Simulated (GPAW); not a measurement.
Runs of GPAW 26.7.0 on WS2. Symmetry: R3m, No. 160, trigonal system. Conventional cell: a = 3.158 Å, b = 3.158 Å, c = 18.490 Å, α = 90.00°, β = 90.00°, γ = 120.00°. W (site symmetry 3m) is surrounded by 6 S at 2.39 to 2.42 Å. S (site symmetry 3m) has 3 W at 2.42 Å as nearest neighbours. S (site symmetry 3m) is surrounded by 3 W at 2.39 Å. Measurements of this composition are mostly on another form, of space group No. 194.

```tsv
task	level	potentials or basis	k mesh	cutoff (eV)	smearing	response ecut	response k mesh	response bands	kernels	coarser k mesh	mesh quality	gap on the mesh (eV)	pressure (GPa)	V0 of scaled cells (Å³/atom)	B0 (GPa)	largest force (eV/Å)
dielectric tensor	LDA	the program's PAW data sets (release 1.2.1) made for this functional, pw	8 × 8 × 8	450	fermi-dirac 0.001 eV	80 eV	19 × 19 × 19	43	["RPA", "ALDA_X", "LR0.3"]	14 × 14 × 14	not flagged	1.09	-	-	-	-
band structure	PBEsol	PAW data sets generated in the run's folder for this functional, pw	7 × 7 × 7	600	fermi-dirac 0.05 eV	-	-	-	-	-	not flagged	1.09	-0.7	-	-	0.60
band structure	r2SCAN	GPAW PAW data sets (gpaw-data 1.2.1), pw	7 × 7 × 7	600	fermi-dirac 0.05 eV	-	-	-	-	-	not flagged	(a)	2.6	-	-	0.62
single point	PBEsol	PAW data sets generated in the run's folder for this functional, pw	10 × 10 × 10	600	fermi-dirac 0.05 eV	-	-	-	-	-	not flagged	(d)	-0.7	-	-	0.60
equation of state	PBEsol	PAW data sets generated in the run's folder for this functional, pw	10 × 10 × 10	600	fermi-dirac 0.05 eV	-	-	-	-	-	not flagged	-	-	17.68	(b)	-
single point	LDA	the program's PAW data sets (release 1.2.1) made for this functional, pw	10 × 10 × 10	600	gaussian 0.1 eV	-	-	-	-	-	not flagged	0.98	-4.1	-	-	0.61
equation of state	LDA	the program's PAW data sets (release 1.2.1) made for this functional, pw	7 × 7 × 7	600	fermi-dirac 0.05 eV	-	-	-	-	-	not flagged	-	-	(c)	178	-
```

Alike in all rows: no spin polarisation; cell as given.

Q: Fill in the values left out.

A: (a) 1.25; (b) 170; (c) 17.32; (d) 1.01.

Caveats: spin-orbit coupling is left out, which moves the levels of the heavy elements (some runs); the mesh misses the band edges, which the band path finds closer together (some runs); the cell was scaled at fixed shape and fractional positions, which overstates the stiffness of a crystal with free parameters, most of all of layers and chains (some runs); the long-wavelength limit can be off by several per cent where d states take part (some runs); an odd mesh through Γ misses points on the zone boundary, where band edges often lie (some runs); the PAW data sets were made with another functional, which shifts forces and pressure a little (some runs).

A k mesh can miss the band edges, and the runs leave out spin-orbit coupling on W.

Not every run made on this cell is shown here.
